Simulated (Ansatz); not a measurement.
Born–Oppenheimer molecular dynamics of a periodic cell of 17 atoms, Si₁₆H (host Si, host structure Fd-3m, interstitial H), cell charge +1. It goes on from the last frame of an earlier run, with new velocities.

All numbers below come from DFT PBE, scalar-relativistic, plane waves, PAW in Ansatz. Settings: accuracy low, cutoff 420 eV, k mesh 2x2x2, fermi-dirac smearing 0.02 eV, no spin polarisation.

```
ensemble        : NVT, Langevin thermostat
time step       : 0.5 fs
steps asked     : 180
set temperature : 1260 K
friction        : 0.05 /fs
seed            : 325933
```

Frames 2.5 fs apart, positions in Å, forces in eV/Å.

Velocities at 55.0 fs (Å/ps):

```
Si -10.07 1.07 5.71
Si 2.54 9.79 -1.93
Si -3.76 -4.58 -0.92
Si 3.56 2.67 -7.57
Si -0.68 8.22 1.08
Si -3.67 12.85 -10.91
Si -6.76 12.03 12.89
Si -1.96 0.45 -13.92
Si -6.10 -2.01 0.45
Si -1.20 3.88 4.20
Si -0.87 -8.32 0.47
Si -1.19 7.42 5.71
Si 6.15 2.37 -3.22
Si -13.86 5.07 14.87
Si 16.52 -7.31 15.57
Si 4.88 -1.37 0.85
H -12.90 -36.80 -32.45
```

```xyz
17
Lattice="0.0000 5.4480 5.4480 5.4480 0.0000 5.4480 5.4480 5.4480 0.0000" Properties=species:S:1:pos:R:3:forces:R:3 time_fs=55.0 energy_less_start_eV=1.147 T=1782
Si 0.090 0.180 -0.210 -1.80 1.57 0.77
Si 1.217 1.589 1.229 1.05 1.17 -1.32
Si 2.889 2.907 -0.191 -0.83 -1.09 -0.24
Si 4.087 4.335 1.177 1.96 -1.81 -0.94
Si 2.452 0.230 2.510 0.82 -0.79 1.72
Si 3.906 1.407 4.019 0.34 0.68 -0.65
Si 5.384 3.016 2.761 -0.89 0.55 1.32
Si 6.814 4.379 4.213 -0.57 -0.35 -0.36
Si -0.109 2.837 2.629 -0.06 0.33 0.61
Si 1.025 3.816 4.510 0.08 -1.42 -1.48
Si 2.821 5.462 2.501 -0.94 1.44 1.90
Si 4.213 6.760 3.873 -0.73 -0.15 1.95
Si 2.531 2.533 5.650 1.18 0.08 -0.52
Si 3.779 4.082 6.891 0.72 0.91 -0.67
Si 5.363 5.569 5.708 -0.37 -0.42 -0.95
Si 6.673 6.915 7.176 -0.70 -0.99 -0.70
H 7.498 4.341 8.853 0.74 0.31 -0.46
17
Lattice="0.0000 5.4480 5.4480 5.4480 0.0000 5.4480 5.4480 5.4480 0.0000" Properties=species:S:1:pos:R:3:forces:R:3 time_fs=57.5 energy_less_start_eV=1.036 T=1798
Si 0.064 0.181 -0.197 -1.51 1.83 0.51
Si 1.229 1.615 1.219 0.84 0.93 -1.28
Si 2.879 2.894 -0.190 -0.73 -0.80 -0.29
Si 4.098 4.343 1.162 1.60 -1.86 -0.69
Si 2.445 0.246 2.524 0.62 -0.53 1.54
Si 3.897 1.441 3.993 0.52 0.51 -0.32
Si 5.367 3.052 2.797 -0.61 0.01 0.62
Si 6.807 4.383 4.185 -0.40 -0.35 0.11
Si -0.124 2.834 2.628 -0.02 0.44 0.62
Si 1.022 3.823 4.519 0.14 -1.36 -1.63
Si 2.815 5.447 2.507 -0.80 1.36 1.99
Si 4.215 6.776 3.892 -0.79 -0.62 1.97
Si 2.540 2.534 5.643 1.06 0.21 -0.40
Si 3.743 4.096 6.930 1.06 0.68 -0.93
Si 5.406 5.553 5.746 -0.82 -0.40 -1.23
Si 6.683 6.912 7.171 -0.85 -0.50 -0.25
H 7.468 4.234 8.759 0.68 0.46 -0.38
17
Lattice="0.0000 5.4480 5.4480 5.4480 0.0000 5.4480 5.4480 5.4480 0.0000" Properties=species:S:1:pos:R:3:forces:R:3 time_fs=60.0 energy_less_start_eV=1.010 T=1936
Si 0.027 0.192 -0.184 -1.04 1.77 0.16
Si 1.238 1.643 1.200 0.70 0.77 -1.13
Si 2.879 2.880 -0.193 -0.70 -0.53 -0.23
Si 4.113 4.345 1.156 1.21 -1.88 -0.48
Si 2.435 0.261 2.532 0.38 -0.24 1.45
Si 3.887 1.478 3.966 0.61 0.33 -0.07
Si 5.354 3.083 2.836 -0.39 -0.48 0.01
Si 6.804 4.388 4.161 -0.26 -0.23 0.45
Si -0.135 2.840 2.627 0.06 0.43 0.59
Si 1.029 3.834 4.522 0.08 -0.98 -1.84
Si 2.808 5.431 2.517 -0.54 1.17 1.90
Si 4.221 6.788 3.906 -0.79 -0.87 1.90
Si 2.543 2.539 5.633 1.04 0.35 -0.27
Si 3.709 4.116 6.958 1.41 0.42 -1.21
Si 5.441 5.535 5.777 -1.14 -0.45 -1.31
Si 6.702 6.907 7.161 -1.04 -0.07 0.11
H 7.476 4.144 8.639 0.40 0.49 -0.01
17
Lattice="0.0000 5.4480 5.4480 5.4480 0.0000 5.4480 5.4480 5.4480 0.0000" Properties=species:S:1:pos:R:3:forces:R:3 time_fs=62.5 energy_less_start_eV=1.067 T=1676
Si -0.015 0.200 -0.172 -0.49 1.72 -0.10
Si 1.246 1.673 1.183 0.53 0.49 -1.07
Si 2.888 2.868 -0.204 -0.77 -0.27 -0.06
Si 4.127 4.333 1.153 0.82 -1.69 -0.16
Si 2.429 0.267 2.528 0.14 0.28 1.50
Si 3.883 1.525 3.946 0.57 -0.05 0.02
Si 5.346 3.113 2.878 -0.20 -0.86 -0.60
Si 6.811 4.393 4.142 -0.16 -0.07 0.76
Si -0.141 2.849 2.624 0.11 0.51 0.55
Si 1.037 3.842 4.523 -0.09 -0.62 -1.92
Si 2.807 5.425 2.539 -0.10 1.06 1.47
Si 4.224 6.810 3.924 -0.65 -1.10 1.75
Si 2.552 2.541 5.623 0.92 0.56 -0.11
Si 3.677 4.144 6.975 1.93 -0.01 -1.51
Si 5.474 5.524 5.797 -1.42 -0.55 -1.34
Si 6.720 6.900 7.148 -1.14 0.33 0.39
H 7.524 4.116 8.521 0.02 0.26 0.44
17
Lattice="0.0000 5.4480 5.4480 5.4480 0.0000 5.4480 5.4480 5.4480 0.0000" Properties=species:S:1:pos:R:3:forces:R:3 time_fs=65.0 energy_less_start_eV=1.236 T=1442
Si -0.058 0.206 -0.162 0.06 1.69 -0.34
Si 1.257 1.696 1.166 0.25 0.20 -0.88
Si 2.895 2.865 -0.210 -0.84 -0.14 -0.02
Si 4.136 4.314 1.147 0.60 -1.49 0.26
Si 2.427 0.262 2.526 -0.19 1.09 1.58
Si 3.881 1.572 3.935 0.45 -0.49 0.10
Si 5.345 3.132 2.922 -0.12 -1.02 -1.24
Si 6.822 4.395 4.128 -0.07 0.02 1.11
Si -0.150 2.858 2.625 0.21 0.54 0.44
Si 1.038 3.843 4.520 -0.33 -0.27 -1.83
Si 2.805 5.419 2.553 0.47 1.47 1.11
Si 4.233 6.829 3.955 -0.57 -1.36 1.48
Si 2.568 2.560 5.611 0.68 0.58 0.19
Si 3.653 4.175 6.993 2.49 -0.62 -1.84
Si 5.496 5.515 5.806 -1.57 -0.52 -1.36
Si 6.732 6.892 7.141 -1.08 0.66 0.45
H 7.600 4.122 8.442 -0.43 -0.34 0.79
17
Lattice="0.0000 5.4480 5.4480 5.4480 0.0000 5.4480 5.4480 5.4480 0.0000" Properties=species:S:1:pos:R:3:forces:R:3 time_fs=67.5 energy_less_start_eV=1.443 T=1340
Si -0.095 0.210 -0.161 0.46 1.72 -0.34
Si 1.284 1.712 1.150 -0.24 0.02 -0.64
Si 2.895 2.863 -0.217 -0.76 0.01 0.03
Si 4.144 4.293 1.148 0.40 -1.27 0.62
Si 2.431 0.263 2.530 -0.48 1.77 1.61
Si 3.882 1.607 3.930 0.41 -0.81 0.11
Si 5.354 3.149 2.966 -0.16 -1.13 -1.81
Si 6.842 4.399 4.117 -0.07 0.13 1.49
Si -0.158 2.864 2.632 0.37 0.53 0.25
Si 1.035 3.850 4.522 -0.41 -0.13 -1.76
Si 2.803 5.423 2.568 0.90 1.66 0.83
Si 4.244 6.845 3.986 -0.53 -1.59 1.25
Si 2.590 2.577 5.597 0.30 0.64 0.63
Si 3.640 4.209 7.014 2.92 -1.30 -2.19
Si 5.500 5.506 5.814 -1.52 -0.43 -1.37
Si 6.737 6.886 7.141 -0.93 0.92 0.36
H 7.612 4.143 8.408 -0.65 -0.74 0.93
17
Lattice="0.0000 5.4480 5.4480 5.4480 0.0000 5.4480 5.4480 5.4480 0.0000" Properties=species:S:1:pos:R:3:forces:R:3 time_fs=70.0 energy_less_start_eV=1.562 T=1136
Si -0.122 0.218 -0.155 0.77 1.68 -0.30
Si 1.318 1.725 1.138 -0.86 0.05 -0.47
Si 2.900 2.863 -0.225 -0.70 0.23 0.13
Si 4.149 4.282 1.156 0.19 -1.10 0.90
Si 2.431 0.283 2.534 -0.64 2.04 1.73
Si 3.886 1.626 3.930 0.40 -0.91 0.13
Si 5.362 3.159 3.000 -0.15 -1.16 -2.14
Si 6.862 4.408 4.114 -0.11 0.18 1.66
Si -0.170 2.883 2.641 0.51 0.34 0.12
Si 1.033 3.855 4.532 -0.47 0.02 -1.79
Si 2.795 5.433 2.590 1.01 1.09 0.84
Si 4.250 6.856 4.018 -0.38 -1.71 0.92
Si 2.611 2.599 5.586 0.02 0.56 1.05
Si 3.631 4.246 7.031 3.20 -1.79 -2.42
Si 5.503 5.501 5.820 -1.42 -0.30 -1.32
Si 6.743 6.884 7.152 -0.90 1.13 0.17
H 7.614 4.116 8.447 -0.47 -0.34 0.79
17
Lattice="0.0000 5.4480 5.4480 5.4480 0.0000 5.4480 5.4480 5.4480 0.0000" Properties=species:S:1:pos:R:3:forces:R:3 time_fs=72.5 energy_less_start_eV=1.619 T=1331
Si -0.139 0.227 -0.154 1.05 1.63 -0.26
Si 1.347 1.743 1.127 -1.38 0.07 -0.33
Si 2.901 2.868 -0.240 -0.50 0.41 0.29
Si 4.162 4.280 1.164 -0.12 -1.08 1.10
Si 2.424 0.308 2.542 -0.62 2.07 1.74
Si 3.897 1.642 3.928 0.32 -1.01 0.17
Si 5.371 3.166 3.024 -0.10 -1.12 -2.42
Si 6.876 4.415 4.115 -0.16 0.23 1.72
Si -0.189 2.895 2.655 0.69 0.25 -0.10
Si 1.034 3.854 4.534 -0.51 0.15 -1.73
Si 2.794 5.438 2.620 0.86 0.46 0.80
Si 4.254 6.860 4.035 -0.32 -1.83 0.82
Si 2.640 2.625 5.578 -0.21 0.45 1.36
Si 3.630 4.285 7.037 3.28 -2.03 -2.43
Si 5.511 5.485 5.833 -1.34 -0.11 -1.32
Si 6.752 6.889 7.151 -0.78 1.13 0.17
H 7.629 4.061 8.561 -0.17 0.34 0.44
17
Lattice="0.0000 5.4480 5.4480 5.4480 0.0000 5.4480 5.4480 5.4480 0.0000" Properties=species:S:1:pos:R:3:forces:R:3 time_fs=75.0 energy_less_start_eV=1.617 T=1128
Si -0.155 0.236 -0.154 1.21 1.56 -0.16
Si 1.365 1.755 1.110 -1.68 0.10 -0.15
Si 2.905 2.871 -0.262 -0.34 0.53 0.54
Si 4.181 4.271 1.179 -0.41 -1.01 1.13
Si 2.418 0.331 2.557 -0.50 1.98 1.52
Si 3.915 1.655 3.916 0.08 -0.97 0.39
Si 5.388 3.173 3.042 -0.05 -1.14 -2.63
Si 6.888 4.423 4.122 -0.16 0.27 1.75
Si -0.206 2.914 2.670 0.83 0.10 -0.31
Si 1.035 3.865 4.526 -0.55 0.19 -1.57
Si 2.792 5.443 2.645 0.92 0.09 0.75
Si 4.260 6.856 4.050 -0.25 -1.84 0.65
Si 2.661 2.664 5.572 -0.26 0.16 1.41
Si 3.638 4.320 7.031 3.10 -2.01 -2.23
Si 5.512 5.470 5.842 -1.19 0.10 -1.31
Si 6.765 6.893 7.144 -0.74 1.14 0.16
H 7.686 4.019 8.709 0.00 0.75 0.04
17
Lattice="0.0000 5.4480 5.4480 5.4480 0.0000 5.4480 5.4480 5.4480 0.0000" Properties=species:S:1:pos:R:3:forces:R:3 time_fs=77.5 energy_less_start_eV=1.618 T=1062
Si -0.180 0.241 -0.155 1.37 1.52 -0.02
Si 1.376 1.770 1.097 -1.86 -0.06 0.08
Si 2.911 2.870 -0.271 -0.22 0.66 0.64
Si 4.191 4.260 1.204 -0.57 -0.93 1.06
Si 2.432 0.349 2.571 -0.70 2.01 1.35
Si 3.927 1.669 3.904 -0.12 -0.99 0.64
Si 5.402 3.167 3.051 0.14 -1.00 -2.68
Si 6.896 4.431 4.134 -0.11 0.23 1.62
Si -0.213 2.927 2.687 0.83 0.03 -0.55
Si 1.036 3.879 4.510 -0.64 0.25 -1.32
Si 2.784 5.448 2.661 1.02 0.02 0.76
Si 4.269 6.850 4.066 -0.25 -1.84 0.49
Si 2.678 2.702 5.567 -0.33 -0.11 1.44
Si 3.645 4.351 7.019 3.09 -2.13 -2.06
Si 5.515 5.463 5.838 -1.10 0.32 -1.23
Si 6.772 6.900 7.140 -0.69 1.10 0.10
H 7.743 4.007 8.847 0.13 0.92 -0.30
17
Lattice="0.0000 5.4480 5.4480 5.4480 0.0000 5.4480 5.4480 5.4480 0.0000" Properties=species:S:1:pos:R:3:forces:R:3 time_fs=80.0 energy_less_start_eV=1.560 T=834
Si -0.201 0.243 -0.163 1.47 1.42 0.23
Si 1.377 1.789 1.093 -1.95 -0.27 0.21
Si 2.912 2.862 -0.273 -0.12 0.90 0.72
Si 4.198 4.255 1.236 -0.68 -0.85 0.82
Si 2.450 0.373 2.585 -0.91 1.87 1.15
Si 3.935 1.674 3.896 -0.17 -0.88 0.80
Si 5.415 3.160 3.056 0.30 -0.86 -2.63
Si 6.902 4.442 4.145 -0.05 0.10 1.44
Si -0.216 2.938 2.704 0.75 -0.05 -0.80
Si 1.035 3.891 4.485 -0.65 0.29 -0.94
Si 2.775 5.456 2.683 1.05 0.09 0.61
Si 4.270 6.841 4.076 -0.22 -1.82 0.42
Si 2.697 2.736 5.559 -0.54 -0.31 1.50
Si 3.656 4.376 7.010 2.95 -2.19 -1.87
Si 5.508 5.449 5.834 -0.92 0.60 -1.13
Si 6.768 6.906 7.139 -0.57 1.03 -0.03
H 7.777 4.025 8.937 0.27 0.93 -0.51
17
Lattice="0.0000 5.4480 5.4480 5.4480 0.0000 5.4480 5.4480 5.4480 0.0000" Properties=species:S:1:pos:R:3:forces:R:3 time_fs=82.5 energy_less_start_eV=1.422 T=1160
Si -0.207 0.247 -0.178 1.50 1.16 0.50
Si 1.376 1.806 1.089 -2.01 -0.48 0.36
Si 2.914 2.854 -0.270 -0.08 1.14 0.78
Si 4.207 4.250 1.262 -0.69 -0.66 0.50
Si 2.470 0.396 2.596 -1.06 1.53 0.85
Si 3.940 1.676 3.888 -0.13 -0.72 0.96
Si 5.429 3.149 3.054 0.42 -0.78 -2.56
Si 6.902 4.450 4.154 0.11 -0.02 1.22
Si -0.226 2.938 2.718 0.82 -0.05 -0.97
Si 1.047 3.902 4.455 -0.76 0.31 -0.57
Si 2.775 5.466 2.700 1.11 0.25 0.37
Si 4.271 6.835 4.088 -0.23 -1.81 0.39
Si 2.718 2.758 5.554 -0.71 -0.35 1.46
Si 3.687 4.399 6.993 2.49 -2.16 -1.53
Si 5.504 5.428 5.829 -0.62 0.94 -1.05
Si 6.771 6.908 7.134 -0.53 0.98 -0.16
H 7.773 4.075 8.940 0.37 0.73 -0.54
```

Of the whole run (90 fs, mean temperature of the second half 1398 K): The mean temperature of the second half is 11 % above the set value. A run of 0.09 ps of so small a system gives no equilibrium averages. Limits of this set-up: low accuracy level, charged cell in a uniform background, uncorrected.

Time of the run: 11 min on 1 thread of Arm Neoverse V2, with other jobs on the host, peak memory 0.66 GiB.
